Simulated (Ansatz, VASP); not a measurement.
# Two plane-wave programs on CdTe

```
CELL_PARAMETERS angstrom
0.00000 3.31374 3.31374
3.31374 0.00000 3.31374
3.31374 3.31374 0.00000
ATOMIC_POSITIONS crystal
Cd 0.00000 0.00000 0.00000
Te 0.25000 0.25000 0.25000
```

Change from the starting cell: hydrostatic strain +1.0%.

Alike in both runs: task single point; functional HSE06; k mesh 4 × 4 × 4; no spin polarisation.

|  | VASP | Ansatz |
| --- | --- | --- |
| version | VASP 6.6.1 | Ansatz 0.2.0 |
| potentials or method | VASP PAW PBE potentials, release 64 (Cd, Te) | plane waves, PAW |
| plane-wave cutoff (eV) | 520 | 420 |
| occupations | gaussian, width 0.01 eV | fixed |
| valence electrons in the cell | 18 | 36 |

|  | VASP | Ansatz | Ansatz less VASP |
| --- | --- | --- | --- |
| gap on the k mesh at the Fermi level (eV) | 1.34 | 1.42 | +0.078 |
| pressure (GPa) | -1.0 | -0.9 | +0.04 |

The two sets of potentials don't hold the same shells in valence. Ansatz warned: «stress_exchange_threshold_loose».

Caveats: the PAW data sets were made with another functional, which shifts forces and pressure a little (VASP); spin-orbit coupling is left out, which moves the levels of the heavy elements.
